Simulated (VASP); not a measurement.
Mo, 2 atoms in the cell. Symmetry: C2/m, No. 12, monoclinic system. Conventional cell: a = 3.097 Å, b = 4.380 Å, c = 2.746 Å, α = 90.00°, β = 124.03°, γ = 90.00°. Around Mo (site symmetry 2/m) lie 8 Mo at 2.68 to 2.76 Å. 

| Quantity | Value |
| --- | --- |
| Program | VASP 6.6.1 |
| Task | single point |
| Functional | PBE |
| Potentials or basis | VASP PAW PBE potentials, release 64 (Mo_sv) |
| Cutoff | 520 eV |
| k mesh | 11 × 8 × 15 |
| Occupations | gaussian, width 0.1 eV |
| Spin | no spin polarisation |
| Dipole correction | no |
| Further INCAR settings | ALGO = Fast; EDIFF = 1e-06; NBANDS = 21; ISYM = 0 |

Potentials or basis: VASP PAW PBE potentials, release 64 (Mo_sv).

The run is started by

```console
$ cat potpaw_PBE.64/Mo_sv/POTCAR > POTCAR
$ mpirun -np 1 vasp_std > vasp.out
```

Hardware: 1 thread of Intel(R) Xeon(R) 6975P-C (Granite Rapids), on a shared host.

**Question.** How long does it take, and how much memory?

**Answer.** It took 2.3 min on 1 thread of Intel(R) Xeon(R) 6975P-C (Granite Rapids), on a shared host, peak memory 0.42 GiB. Counts: scf iterations 14, k points 661.
